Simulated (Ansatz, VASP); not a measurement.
**MgO in VASP and in Ansatz**

The input INCAR:

```
SYSTEM = MgO
PREC     = Accurate       ! precision mode
ENCUT    = 520            ! plane-wave cutoff, eV
EDIFF    = 1E-6           ! SCF threshold, eV
ISMEAR   = 0              ! smearing method
SIGMA    = 0.05           ! smearing width, eV
LREAL    = .FALSE.        ! projectors in reciprocal space
LASPH    = .TRUE.         ! aspherical terms in the spheres
NELM     = 80             ! most SCF steps
ALGO     = Normal         ! electronic algorithm
ISIF     = 2              ! what is computed and relaxed
LWAVE    = .FALSE.        ! write WAVECAR
LCHARG   = .FALSE.        ! write CHGCAR
GGA      = PS             ! functional
NBANDS   = 16             ! bands
```

Contents of KPOINTS:

```
Automatic mesh
0
G
  9 9 6
  0 0 0
```

Contents of POSCAR:

```
MgO
1.0
    3.3722815741      0.0000000000      0.0000000000
   -1.6861407870      2.9204815119      0.0000000000
    0.0000000000      0.0000000000      4.8166297723
Mg O
2 2
Direct
    0.3333333333      0.6666666667      0.0154725274
    0.6666666667      0.3333333333      0.5154725274
    0.3333333333      0.6666666667      0.4009416620
    0.6666666667      0.3333333333      0.9009416620
```

Input for Ansatz:

```yaml
crystal:
  lattice:
    - [3.3722815741, 0.0, 0.0]
    - [-1.686140787, 2.9204815119, 0.0]
    - [0.0, 0.0, 4.8166297723]
  atoms:
    - { symbol: Mg, position: [0.3333333333, 0.6666666667, 0.0154725274] }
    - { symbol: Mg, position: [0.6666666667, 0.3333333333, 0.5154725274] }
    - { symbol: O, position: [0.3333333333, 0.6666666667, 0.400941662] }
    - { symbol: O, position: [0.6666666667, 0.3333333333, 0.900941662] }
basis:
  ecutwfc: 520.0
kpoints:
  mp_grid: { grid: [9, 9, 6] }
hamiltonian:
  xc: pbesol
  pseudopotentials: { kind: paw, azcp: { folder: soft_1 } }
scf:
  occupations: { method: gaussian, width: 0.05 }
output:
  forces: true
  stress: true
  eigenvalues: true
```

Alike in both runs: task single point; functional PBEsol; k mesh 9 × 9 × 6; occupations gaussian, width 0.05 eV; no spin polarisation.

```csv
,VASP,Ansatz
version,VASP 6.6.1,Ansatz 0.2.0
potentials or method,"VASP PAW PBE potentials, release 64 (Mg, O)","scalar-relativistic, plane waves, PAW"
plane-wave cutoff (eV),520,520
valence electrons in the cell,16,32
```

```tsv
	VASP	Ansatz	Ansatz less VASP
gap on the k mesh at the Fermi level (eV)	3.34	3.34	+0.004
least direct gap on the mesh (eV)	3.34	3.34	+0.004
pressure (GPa)	1.4	1.7	+0.25
largest component of the traceless stress (GPa)	14.55	14.24	-0.310
rms of the force components (eV/Å)	0.836	0.820	-0.0161
```

Atom by atom the forces differ by 0.016 eV/Å (rms over components). The two sets of potentials don't hold the same shells in valence. Ansatz warned: «pseudo_functional_mismatch».

Caveats: the PAW data sets were made with another functional, which shifts forces and pressure a little (VASP); an odd mesh through Γ misses points on the zone boundary, where band edges often lie.
